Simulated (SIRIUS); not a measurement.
## MgO under changes of volume

One of the cells (10.216 Å³/atom); the others are scaled copies at fixed shape and fractional positions:

```
Mg O
1.0
     2.95748    0.00000    0.00000
    -1.47874    2.56125    0.00000
     0.00000    0.00000    2.69743
Mg O
1 1
Cartesian
  0.0000 0.0000 0.0000
  0.0000 1.7075 1.3487
```

Measurements of this composition are mostly on another form, of space group No. 225.

```yaml
Program: SIRIUS 7.12.0
Functional: PBEsol
Potentials_or_basis: all-electron FP-LAPW
Cutoff: 276 eV
Basis: apw+lo standard
k_mesh: 10 × 10 × 10
Occupations: fermi-dirac, width 0.05 eV
Spin: no spin polarisation
```

| volume (Å³/atom) | energy over the lowest point (meV/atom) | gap on the mesh (eV) |
| --- | --- | --- |
| 9.415 | 4.80 | 3.41 |
| 9.615 | 0.44 | 3.25 |
| 9.816 | 0.00 | 3.09 |
| 10.216 | ? | ? |
| 10.417 | 19.02 | 2.66 |
| 10.617 | 31.08 | 2.53 |

**Question.** What does the run at 10.216 Å³/atom give?

**Answer.** Energy over the lowest point 9.74 meV/atom; gap on the mesh 2.80 eV.

Worked out: A Birch-Murnaghan fit of order 3 (a polynomial in V^(-2/3)) to the other rows has its minimum at 9.74 Å³/atom with B0 = V·E''(V) = 145 GPa and B' = 3.7 at fixed shape and positions, which overstates the stiffness. It gives 9.59 meV/atom at 10.216 Å³/atom, against the run's 9.74. A straight line through the other rows of the gap, of slope -7.32 eV per unit of ln V, gives 2.81 eV, against the run's 2.80.

Energies are extrapolated to zero smearing.

A mesh can miss the band edges.
